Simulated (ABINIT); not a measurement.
Ba:

```
CELL_PARAMETERS angstrom
-2.50650 2.50650 2.50650
2.50650 -2.50650 2.50650
2.50650 2.50650 -2.50650
ATOMIC_POSITIONS crystal
Ba 0.00000 0.00000 0.00000
```

| Quantity | Value |
| --- | --- |
| Program | ABINIT 10.8.3 (patched build) |
| Task | relaxation of cell and atoms |
| Functional | PBEsol |
| Potentials or basis | JTH PAW PBE v2.0 |
| Cutoff | 408 eV |
| k mesh | 6 × 6 × 6 |
| Occupations | fermi-dirac, width 0.05 eV |
| Spin | no spin polarisation |

At the start: pressure -0.5 GPa; volume 62.99 Å³/atom.

**Question.** How do energy, volume and symmetry change on relaxing?

**Answer.** Over 4 steps the energy falls by 6.2 meV/atom and the volume is 59.16 Å³/atom (-6.1 %); space group Im-3m (No. 229, to 0.05 Å).

The path:
```csv
step,energy change (eV),largest force (eV/Å),pressure (GPa),volume (Å³)
1,0.0000,0.0000,-0.49,62.99
2,-0.0003,0.0000,-0.48,62.89
3,-0.0062,0.0000,0.01,59.11
4,-0.0062,0.0000,0.00,59.16
```

Final structure:
```
Ba
1.0
    -2.45468    2.45468    2.45468
     2.45468   -2.45468    2.45468
     2.45468    2.45468   -2.45468
Ba
1
Direct
  0.00000 0.00000 0.00000
```

Caveat: this set's barium file shifts pressures by 1.5 GPa and gaps by 0.1 eV against other sets; the PAW data sets were made with another functional, which shifts forces and pressure a little.
